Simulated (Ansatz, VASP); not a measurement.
## One calculation of PbO, two programs

```xyz
2
Lattice="0.0000 2.7988 2.7988 2.8091 0.0000 2.7988 2.8091 2.7988 0.0000" Properties=species:S:1:pos:R:3 pbc="T T T"
Pb    0.0000    0.0000    0.0000
O     1.4046    1.3994    1.3994
```

Change from the starting cell: uniaxial_x strain +0.4%.

Alike in both runs: task single point; functional r2SCAN; k mesh 8 × 8 × 8; no spin polarisation.

|  | VASP | Ansatz |
| --- | --- | --- |
| version | VASP 6.6.1 | Ansatz 0.2.0 |
| potentials or method | VASP PAW PBE potentials, release 64 (Pb_d, O) | plane waves, PAW |
| plane-wave cutoff (eV) | 520 | 500 |
| occupations | gaussian, width 0.01 eV | fixed |
| valence electrons in the cell | 20 | 20 |

|  | VASP | Ansatz | Ansatz less VASP |
| --- | --- | --- | --- |
| gap on the k mesh at the Fermi level (eV) | 0.61 | 0.62 | +0.010 |
| pressure (GPa) | 0.0 | -0.3 | -0.27 |

Caveats: the PAW data sets were made with another functional, which shifts forces and pressure a little (VASP); spin-orbit coupling is left out, which as a rule narrows the gap of such compounds by several tenths of an eV. A k mesh can miss the band edges.
